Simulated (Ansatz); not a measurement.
input.yaml

```yaml
crystal:
  lattice:
    - [3.1692256331, 0.0, 0.0]
    - [-1.5846128166, 2.7395584621, -0.0015584133]
    - [0.0, -0.0029146, 5.2765622]
  atoms:
    - { symbol: Ta, position: [0.3515972601, 0.7031945202, 0.0369228492] }
    - { symbol: Ta, position: [0.6650197724, 0.3300395447, 0.4587546665] }
    - { symbol: "N", position: [0.321168919, 0.642337838, 0.3915031872] }
    - { symbol: "N", position: [0.6622140485, 0.324428097, 0.8828192971] }
basis:
  ecutwfc: 420
kpoints:
  mp_grid: { grid: [14, 14, 8] }
hamiltonian:
  xc: pbe
scf:
  occupations: { method: gaussian, width: 0.1 }
output:
  forces: true
  stress: true
  eigenvalues: true
  populations: true
```

Launched with
```bash
ansatz run input.yaml --threads 1 --pin off --max-ram 1331MiB --backend cpu --events-out ev --progress --plain --runs-dir out
```

Theory: DFT PBE, scalar-relativistic, plane waves, PAW in Ansatz.

From the run's log, abridged (iterations and final results):

```
SCF iter   1: F=—  HF=-20632.633055 eV  |F-HF|=—  |Δ(HF+E_count)|=         —  Δρ=1.66e-2  dr2=2.30e-1  ethr=1.77e-3  ⟨swp⟩=5.4  Hψ=43382  notcnv=0
SCF iter   2: F=—  HF=-20632.599566 eV  |F-HF|=—  |Δ(HF+E_count)|=   3.35e-2  Δρ=6.25e-3  dr2=3.09e-2  ethr=6.39e-4  ⟨swp⟩=1.5  Hψ=13178  notcnv=0
SCF iter   3: F=—  HF=-20632.595747 eV  |F-HF|=—  |Δ(HF+E_count)|=   3.82e-3  Δρ=2.66e-3  dr2=4.26e-3  ethr=8.57e-5  ⟨swp⟩=1.2  Hψ=9521  notcnv=0
SCF iter   4: F=—  HF=-20632.595102 eV  |F-HF|=—  |Δ(HF+E_count)|=   6.45e-4  Δρ=8.72e-4  dr2=5.08e-4  ethr=1.18e-5  ⟨swp⟩=2.6  Hψ=13377  notcnv=0
SCF iter   5: F=—  HF=-20632.595038 eV  |F-HF|=—  |Δ(HF+E_count)|=   6.42e-5  Δρ=2.97e-4  dr2=4.83e-5  ethr=1.41e-6  ⟨swp⟩=2.1  Hψ=12663  notcnv=0
SCF iter   6: F=—  HF=-20632.594956 eV  |F-HF|=—  |Δ(HF+E_count)|=   8.14e-5  Δρ=1.24e-4  dr2=6.20e-6  ethr=1.34e-7  ⟨swp⟩=2.0  Hψ=13707  notcnv=0  defer=3
SCF iter   7: F=—  HF=-20632.594956 eV  |F-HF|=—  |Δ(HF+E_count)|=   7.50e-7  Δρ=3.38e-5  dr2=5.78e-7  ethr=1.72e-8  ⟨swp⟩=2.0  Hψ=13602  notcnv=0  defer=4
SCF iter   8: F=-20632.594956 eV  HF=-20632.594956 eV  |F-HF|=2.89e-8  |Δ(HF+E_count)|=   6.98e-8  Δρ=7.51e-6  dr2=4.77e-8  ethr=2.78e-10  ⟨swp⟩=6.1  Hψ=41448  notcnv=0
SCF 1 converged in 8 iterations: F = -20632.594956 eV  dr2 = 4.77e-8
SCF converged after 8 iterations
Free energy (F): -20632.594956 eV
Harris-Foulkes:  -20632.594956 eV  (|F-HF|=2.89e-8)
Internal energy: -20632.584987 eV  (E = F + TS)
E sigma→0 (E₀):  -20632.589971 eV
Entropy (-TS):   -0.009969 eV (-2.492 meV/atom)
Fermi energy:    18.979069 eV
--- Per-component energies (eV) ---
  E_band       = -154.878799
  E_kinetic    = 1022.388546
  E_local      = -1636.717182  (includes V_loc(G=0)·N_el)
  E_nonlocal   = 128.837462
  E_hartree    = 585.995874
  E_xc         = -563.935137
  E_vxc        = -569.874376  (∫ρ·V_xc dr)
  E_paw        = -17053.703278  (= ΣΔE_a)
  E_vpaw       = -271.504043  (= ΣTr[D̂ρ^β])
  E_aug_tail   = 0.000540  (compensation charges beyond the density's cutoff)
  E_ewald      = -3115.451812
  E_smearing   = -0.009969  (= −TS)
--- Forces (eV/Å), atoms counted from 1 ---
  atom   1  Ta     0.00000000    -2.57115928    -2.79572547
  atom   2  Ta     0.00000000    -1.51400299     4.25192708
  atom   3  N      0.00000000     1.81590717     2.31954992
  atom   4  N      0.00000000     2.26927151    -3.77555792
--- Stress (GPa, compression-positive) ---
       72.711754       0.000000       0.000000
        0.000000      74.708687      -7.083934
        0.000000      -7.083934      57.928606
  P = ⅓ Tr σ = 68.4497 GPa (684.497 kbar)
--- Band table (eV; the first three rows and the last of 429) ---
  k-point 0: bands = ["-49.1397", "-48.9871", "-16.4782", "-15.9317", "-15.8234", "-15.5501", "-15.4202", "-15.3874", "0.7979", "2.7958", "10.6239", "10.8294", "12.1607", "12.2733", "13.3115", "13.3760", "17.8302", "18.4992", "18.9645", "21.7220", "22.0441", "22.4068"]
  k-point 1: bands = ["-49.1393", "-48.9875", "-16.4620", "-15.9313", "-15.8221", "-15.5599", "-15.4206", "-15.3988", "0.8395", "2.7873", "10.6237", "10.8270", "11.9417", "12.2593", "13.2911", "13.3578", "18.1173", "18.5824", "19.0729", "21.7417", "22.0982", "22.3283"]
  k-point 2: bands = ["-49.1383", "-48.9885", "-16.4200", "-15.9304", "-15.8188", "-15.5896", "-15.4230", "-15.4216", "0.9443", "2.7629", "10.6228", "10.8210", "11.5485", "12.1351", "13.2427", "13.3167", "18.7164", "18.9049", "19.3659", "21.7483", "22.0320", "22.1981"]
  k-point 428: bands = ["-49.0890", "-48.9675", "-16.7744", "-16.1929", "-16.0643", "-15.9110", "-15.7213", "-15.4999", "2.6624", "3.6141", "11.1133", "11.5321", "12.5479", "13.0589", "13.6663", "14.3248", "17.2005", "17.9885", "18.6642", "19.8604", "21.3993", "23.1172"]
--- Löwdin populations: 4 sites ---
  site symbol q [e]
     0     Ta     12.2735
     1     Ta     12.3187
     2      N      5.5229
     3      N      5.6816
  spilling = 0.005648 (of n_electrons = 36.000000)
```

The run converged.

Spin–orbit coupling is left out, which can shift energies with elements as heavy as these.